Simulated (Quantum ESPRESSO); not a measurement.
# MnSi (Pm-3m) in Quantum ESPRESSO: reference runs

How does MnSi come out in PBE? The cell is run as given.

All numbers are computed with Quantum ESPRESSO 7.5; they aren't measurements. Logs are shortened: lines on timing, memory, paths and dates and some standing lists are left out, and cuts for length are marked.

### Step 1. The crystal as given

The structure is cubic, space group Pm-3m (No. 221). Conventional cell: a = 3.072 Å, b = 3.072 Å, c = 3.072 Å, α = 90.00°, β = 90.00°, γ = 90.00°. Around Mn (site symmetry m-3m) lie 8 Si at 2.66 Å. Si (site symmetry m-3m) is surrounded by 8 Mn at 2.66 Å.

The cell was built by a generator and needn't be a form met in nature.

### Step 2. Single point, PBE, collinear spin, ferromagnetic start

Input file pw.in:

```
&CONTROL
  calculation = 'scf'
  prefix = 'pwscf'
  outdir = './tmp'
  pseudo_dir = './pseudo'
  tprnfor = .true.
  tstress = .true.
  disk_io = 'nowf'
/
&SYSTEM
  ibrav = 0
  nat = 2
  ntyp = 2
  ecutwfc = 65
  ecutrho = 780
  nbnd = 19
  occupations = 'smearing'
  smearing = 'fd'
  degauss = 0.00367493
  nspin = 2
  starting_magnetization(1) = 0.2667
  starting_magnetization(2) = 0
/
&ELECTRONS
  conv_thr = 4d-10
  electron_maxstep = 120
  mixing_beta = 0.3
/
ATOMIC_SPECIES
Mn    54.9380 mn_pbe_v1.5.uspp.F.UPF
Si    28.0850 Si.pbe-n-rrkjus_psl.1.0.0.UPF
CELL_PARAMETERS angstrom
   3.0721807200    0.0000000000    0.0000000000
   0.0000000000    3.0721807200    0.0000000000
   0.0000000000    0.0000000000    3.0721807200
ATOMIC_POSITIONS crystal
Mn     0.0000000000    0.0000000000    0.0000000000
Si     0.5000000000    0.5000000000    0.5000000000
K_POINTS automatic
9 9 9 0 0 0
```

Potentials or basis: SSSP 1.3 efficiency PBE.

Command:

```
> OMP_NUM_THREADS=1 pw.x -in pw.in > pw.out
```

pw.out:

```text
This program is part of the open-source Quantum ESPRESSO suite
     for quantum simulation of materials; please cite
         "P. Giannozzi et al., J. Phys.:Condens. Matter 21 395502 (2009);
         "P. Giannozzi et al., J. Phys.:Condens. Matter 29 465901 (2017);
         "P. Giannozzi et al., J. Chem. Phys. 152 154105 (2020);
     in publications or presentations arising from this work. More details at

     Message from routine setup:
     using ibrav=0 with symmetry is DISCOURAGED, use correct ibrav instead

     G-vector sticks info
     --------------------
     sticks:   dense  smooth     PW     G-vecs:    dense   smooth      PW
     Sum        2085     697    213                71999    13805    2325

     Using Slab Decomposition

     bravais-lattice index     =            0
     lattice parameter (alat)  =       5.8056  a.u.
     unit-cell volume          =     195.6757 (a.u.)^3
     number of atoms/cell      =            2
     number of atomic types    =            2
     number of electrons       =        19.00
     number of Kohn-Sham states=           19
     kinetic-energy cutoff     =      65.0000  Ry
     charge density cutoff     =     780.0000  Ry
     scf convergence threshold =      4.0E-10
     mixing beta               =       0.3000
     number of iterations used =            8  plain     mixing
     Exchange-correlation= PBE
                           (   1   4   3   4   0   0   0)

     celldm(1)=   5.805580  celldm(2)=   0.000000  celldm(3)=   0.000000
     celldm(4)=   0.000000  celldm(5)=   0.000000  celldm(6)=   0.000000

     crystal axes: (cart. coord. in units of alat)
               a(1) = (   1.000000   0.000000   0.000000 )
               a(2) = (   0.000000   1.000000   0.000000 )
               a(3) = (   0.000000   0.000000   1.000000 )

     reciprocal axes: (cart. coord. in units 2 pi/alat)
               b(1) = (  1.000000  0.000000  0.000000 )
               b(2) = (  0.000000  1.000000  0.000000 )
               b(3) = (  0.000000  0.000000  1.000000 )

     PseudoPot. # 1 for Mn read from file:
     mn_pbe_v1.5.uspp.F.UPF
     Pseudo is Ultrasoft + core correction, Zval = 15.0
     Generated by new atomic code, or converted to UPF format
     Using radial grid of  859 points,  6 beta functions with:
                l(1) =   0
                l(2) =   0
                l(3) =   1
                l(4) =   1
                l(5) =   2
                l(6) =   2
     Q(r) pseudized with  8 coefficients,  rinner =    0.950   0.950   0.950
                                                       0.950   0.950

     PseudoPot. # 2 for Si read from file:
     Si.pbe-n-rrkjus_psl.1.0.0.UPF
     Pseudo is Ultrasoft + core correction, Zval =  4.0
     Generated using "atomic" code by A. Dal Corso  v.5.1
     Using radial grid of 1141 points,  6 beta functions with:
                l(1) =   0
                l(2) =   0
                l(3) =   1
                l(4) =   1
                l(5) =   2
                l(6) =   2
     Q(r) pseudized with 0 coefficients

     atomic species   valence    mass     pseudopotential
     Mn               15.00    54.93800     Mn( 1.00)
     Si                4.00    28.08500     Si( 1.00)

     Starting magnetic structure
     atomic species   magnetization
     Mn              0.267
     Si              0.000

     48 Sym. Ops., with inversion, found

   Cartesian axes

     site n.     atom                  positions (alat units)
         1        Mn     tau(   1) = (   0.0000000   0.0000000   0.0000000  )
         2        Si     tau(   2) = (   0.5000000   0.5000000   0.5000000  )

     number of k points=    35  Fermi-Dirac smearing, width (Ry)=  0.0037
                       cart. coord. in units 2pi/alat
        k(    1) = (   0.0000000   0.0000000   0.0000000), wk =   0.0013717
        k(    2) = (   0.0000000   0.0000000   0.1111111), wk =   0.0082305
        k(    3) = (   0.0000000   0.0000000   0.2222222), wk =   0.0082305
        k(    4) = (   0.0000000   0.0000000   0.3333333), wk =   0.0082305
        k(    5) = (   0.0000000   0.0000000   0.4444444), wk =   0.0082305
        k(    6) = (   0.0000000   0.1111111   0.1111111), wk =   0.0164609
[... 27 lines left out ...]
        k(   34) = (   0.3333333   0.4444444   0.4444444), wk =   0.0329218
        k(   35) = (   0.4444444   0.4444444   0.4444444), wk =   0.0109739

     Dense  grid:    71999 G-vectors     FFT dimensions: (  54,  54,  54)

     Smooth grid:    13805 G-vectors     FFT dimensions: (  30,  30,  30)

     Check: negative core charge=   -0.000010
     Generating pointlists ...
     new r_m :   0.3572 (alat units)  2.0740 (a.u.) for type    1
     new r_m :   0.3572 (alat units)  2.0740 (a.u.) for type    2

     Initial potential from superposition of free atoms

     starting charge      18.4994, renormalised to      19.0000
     Starting wfcs are   17 randomized atomic wfcs +    2 random wfcs

     Self-consistent Calculation

     iteration #  1     ecut=    65.00 Ry     beta= 0.30
     Davidson diagonalization with overlap
     ethr =  1.00E-02,  avg # of iterations =  5.2

     total energy              =    -221.68830445 Ry
     estimated scf accuracy    <       2.77399978 Ry

     total magnetization       =     1.82 Bohr mag/cell
     absolute magnetization    =     2.20 Bohr mag/cell
[... 108 lines left out ...]
     total magnetization       =     2.54 Bohr mag/cell
     absolute magnetization    =     2.92 Bohr mag/cell

     iteration # 13     ecut=    65.00 Ry     beta= 0.30
     Davidson diagonalization with overlap
     ethr =  7.47E-12,  avg # of iterations =  1.8

     Magnetic moment per site  (integrated on atomic sphere of radius R)
     atom   1 (R=0.357)  charge= 13.5680  magn=  2.6450
     atom   2 (R=0.357)  charge=  2.3369  magn= -0.1300

     End of self-consistent calculation

 ------ SPIN UP ------------

          k = 0.0000 0.0000 0.0000 (  1743 PWs)   bands (ev):

   -67.8248 -36.5552 -36.5552 -36.5552   0.8687   9.5179   9.5179  11.2932
    11.2932  11.2932  14.9784  14.9784  14.9784  19.8292  19.8292  20.6971
    29.5740  29.5740  29.5740

          k = 0.0000 0.0000 0.1111 (  1755 PWs)   bands (ev):

   -67.8244 -36.5603 -36.5548 -36.5548   1.0601   9.4230   9.5721  11.1318
    11.1318  11.3060  13.9050  15.3082  15.3082  19.7842  20.3198  21.8593
    27.7462  27.7462  30.6029
[... 193 lines left out ...]
          k = 0.4444 0.4444 0.4444 (  1730 PWs)   bands (ev):

   -67.8160 -36.5884 -36.5883 -36.5883   7.2878   7.9736   7.9736  10.2150
    11.7748  11.7748  13.1511  14.2232  14.2232  15.9979  15.9979  16.5252
    20.8201  33.4176  33.4176

 ------ SPIN DOWN ----------

          k = 0.0000 0.0000 0.0000 (  1743 PWs)   bands (ev):

   -64.8369 -33.6375 -33.6375 -33.6375   0.8621  11.2987  11.2987  13.8544
    13.8544  13.8544  14.9653  14.9653  14.9653  20.3993  20.3993  21.2286
    29.6610  29.6610  32.4717

          k = 0.0000 0.0000 0.1111 (  1755 PWs)   bands (ev):

   -64.8365 -33.6435 -33.6370 -33.6370   1.0511  10.9143  11.3835  13.4426
    13.4426  13.8733  14.4064  15.5323  15.5323  20.2720  20.8053  22.2679
    27.9464  27.9464  29.6065
[... 193 lines left out ...]
          k = 0.4444 0.4444 0.4444 (  1730 PWs)   bands (ev):

   -64.8269 -33.6760 -33.6759 -33.6759   7.6616   8.7793   8.7793  10.3559
    14.0162  14.0162  14.0168  15.2597  15.2597  17.3761  17.3761  17.7388
    22.0051  33.1061  33.1061

     the Fermi energy is    12.5697 ev

!    total energy              =    -222.61368603 Ry
     estimated scf accuracy    <          6.5E-11 Ry
     smearing contrib. (-TS)   =      -0.00127692 Ry
     internal energy E=F+TS    =    -222.61240911 Ry

     The total energy is F=E-TS. E is the sum of the following terms:
     one-electron contribution =    -127.47672890 Ry
     hartree contribution      =      71.94128103 Ry
     xc contribution           =     -32.71984505 Ry
     ewald contribution        =    -134.35711619 Ry

     total magnetization       =     2.54 Bohr mag/cell
     absolute magnetization    =     2.92 Bohr mag/cell

     convergence has been achieved in  13 iterations

     Forces acting on atoms (cartesian axes, Ry/au):

     atom    1 type  1   force =     0.00000000    0.00000000    0.00000000
     atom    2 type  2   force =     0.00000000    0.00000000    0.00000000

     Total force =     0.000000     Total SCF correction =     0.000000

     Computing stress (Cartesian axis) and pressure

          total   stress  (Ry/bohr**3)                   (kbar)     P=     -174.73
  -0.00118778   0.00000000   0.00000000         -174.73        0.00        0.00
   0.00000000  -0.00118778   0.00000000            0.00     -174.73        0.00
   0.00000000   0.00000000  -0.00118778            0.00        0.00     -174.73

=------------------------------------------------------------------------------=
   JOB DONE.
=------------------------------------------------------------------------------=
```

Run time: 27 s. Hardware: 1 thread of AMD EPYC 9R45 (Zen 5), shared host; peak memory 0.33 GiB.

Results:

```yaml
Free_energy: -3028.8135 eV
Pressure: -17.5 GPa
Band_gap_on_the_k_mesh: none (metal or under the smearing width)
Net_moment: 2.54 μB per cell
Absolute_moment: 2.92 μB per cell
Site_moments: Mn +2.64; Si -0.13 μB
Valence_electrons_inside_the_program's_atomic_spheres: Mn 13.57; Si 2.34
```

Caveat: so large a pressure means that the cell lies far from this level's equilibrium, or that cutoff or potentials fall short.
